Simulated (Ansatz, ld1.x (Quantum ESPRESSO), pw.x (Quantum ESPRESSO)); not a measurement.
## H: one change to the TM potential, in the atom and in the fcc crystal

ld1.x (Quantum ESPRESSO) 7.5 input, shortened:

```
&input
   title='H', zed=1., rel=1, dft='PBESOL', iswitch=3,
   config='1s1 2p-2'
 /
 &inputp
   pseudotype=2, tm=.true., lloc=0,
   nlcc=.false.
 /
2
2P  2  1  -2.00   0.20  1.45  1.45  0.0
1S  1  0   1.00   0.00  1.30  1.30  0.0
 &test
   configts(1)='1s1'
 /
```

Change: all radii scaled by about 1.38 (s 1.80, p 2.00 bohr).

Cutoffs, loose and tight: the cutoffs (Ry, on a coarse ladder) from which the occupation-weighted sum of valence levels, in a spherical-Bessel basis at the reference potential, stays within 10 and 1 mRy of its value at 400 Ry. They do not see the model core or the augmentation charge, which bear on the density cutoff. Test errors are all-electron minus pseudo excitation energies from the reference, over the configurations 1s0.5; variants that change the core or the reference have their own tests.

Crystal test: fcc H in pw.x 7.5, no spin, 18³ k-points, Fermi–Dirac smearing 0.01 Ry, cutoffs set for each file from its atomic test. The reference is all-electron LAPW (Ansatz 0.2.0) with the same functional, mesh and smearing; V0 and B0 come from Birch–Murnaghan fits to the pressures at five volumes. Errors are pseudo minus all-electron; Δ is the rms difference of the E(V) curves that follow from these fits, minima aligned, over ±6 % about the mean V0. Mesh and smearing are coarse, so the numbers serve the comparison and aren't converged zero-temperature values; the lattice is a test structure that the element need not adopt.

All-electron: a0 = 2.267 Å (V0 = 2.91 Å³/atom), B0 = 114.1 GPa.

Question: Does the change bring the crystal closer to the all-electron result?

Answer: The mean pressure error goes from +0.66 to +6.28 GPa, so the change moves the solid further from the all-electron pressures. At 80 % of its cutoff the pressure of the base moves by -1.07 GPa.

```csv
quantity,base,changed
outcome (atom),generated,generated
"cutoff, loose (atom)",18 Ry,12 Ry
"cutoff, tight (atom)",35 Ry,21 Ry
bound ghosts (atom),none,none
cutoffs in pw.x (Ry),45/180,35/140
a0 (Å),2.272,–
a0 error (%),+0.19,–
B0 error (%),-0.1,–
Δ (meV/atom),0.4,–
mean pressure error (GPa),+0.66,+6.28
```

A dash: not determined, or the minimum lies outside the volumes sampled.

Changed file: The largest radius (2.00 bohr) exceeds half the bond length (1.52 bohr), so the spheres overlap, which is one possible source of error among others. This is a poor potential for the solid. The atomic cutoffs weigh occupied waves only.
